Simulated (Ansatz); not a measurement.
The system is CuAu.

```
Au Cu
1.0
     1.44306    0.83315    4.25617
    -1.44306    0.83315    4.25617
     0.00000   -1.66630    4.25617
Au Cu
1 1
Cartesian
  0.0000 0.0000 0.0000
  0.0000 0.0000 6.3843
```

The cell comes from a database or a generator and needn't be the stable form of this composition.

* Program: Ansatz 0.2.0
* Task: relaxation of cell and atoms
* Functional: PBE0
* Potentials or basis: Ansatz PAW
* Cutoff: 420 eV (not typed: the program's choice for these potentials)
* k mesh: 6 × 6 × 6
* Occupations: fermi-dirac, width 0.05 eV
* Spin: no spin polarisation

At the start: volume 15.35 Å³/atom.

Problem. How do energy, volume and symmetry change on relaxing?

Solution. It ends after 6 steps and the volume is 15.17 Å³/atom (-1.2 %); space group R-3m (No. 166, to 0.05 Å).

The path:
```
step  energy change (eV)  largest force (eV/Å)  volume (Å³)
   1              0.0000                0.0000        30.70
   2             -0.0099                0.0000        30.27
   3             -0.0149                0.0000        30.19
   4             -0.0155                0.0000        30.33
   5             -0.0154                0.0000        30.34
   6             -0.0147                0.0000        30.34
```

Final structure:
```
Au Cu
1.0
     1.45678    0.84107    4.12712
    -1.45678    0.84107    4.12712
     0.00000   -1.68214    4.12712
Au Cu
1 1
Direct
  0.00000 0.00000 0.00000
  0.50000 0.50000 0.50000
```

Caveat: the k mesh is coarse (spacing up to 0.43 Å⁻¹), so the values aren't converged, least of all with exact exchange; the plane-wave basis is chosen anew once the cell has moved, so the energies of steps on either side of that aren't comparable; the PAW data sets come from PBE, with cores solved anew for the run's functional, which leaves a small shift of forces and pressure.
